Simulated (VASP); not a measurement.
Crystal: BaTiO3.

```
CELL_PARAMETERS angstrom
4.00600 0.00000 0.00000
0.00000 4.00600 0.00000
0.00000 0.00000 4.00600
ATOMIC_POSITIONS crystal
Ba 0.50000 0.50000 0.50000
Ti 0.00000 0.00000 0.00000
O 0.00000 0.00000 0.50000
O 0.00000 0.50000 0.00000
O 0.50000 0.00000 0.00000
```

| Property | Result |
| --- | --- |
| Program | VASP 6.6.1 |
| Task | relaxation of cell and atoms |
| Functional | LDA |
| Potentials or basis | VASP PAW LDA potentials, release 64 (Ba_sv, Ti_sv, O) |
| Cutoff | 600 eV |
| k mesh | 6 × 6 × 6 |
| Occupations | gaussian, width 0.02 eV |
| Spin | no spin polarisation |

At the start: pressure -7.5 GPa; volume 12.86 Å³/atom.

**Question.** How do energy, volume and symmetry change on relaxing?

**Answer.** Over 3 steps the energy falls by 12.9 meV/atom and the volume is 12.33 Å³/atom (-4.1 %); space group Pm-3m (No. 221, to 0.05 Å).

The path:
| step | energy change (eV) | largest force (eV/Å) | pressure (GPa) | volume (Å³) |
| --- | --- | --- | --- | --- |
| 1 | 0.0000 | 0.0000 | -7.46 | 64.29 |
| 2 | 0.0154 | 0.0000 | 9.78 | 58.88 |
| 3 | -0.0647 | 0.0000 | -0.06 | 61.64 |

Final structure:
```
Ba Ti O
1.0
     3.95020    0.00000    0.00000
     0.00000    3.95020    0.00000
     0.00000    0.00000    3.95020
Ba Ti O
1 1 3
Direct
  0.50000 0.50000 0.50000
  0.00000 0.00000 0.00000
  0.00000 0.00000 0.50000
  0.00000 0.50000 0.00000
  0.50000 0.00000 0.00000
```
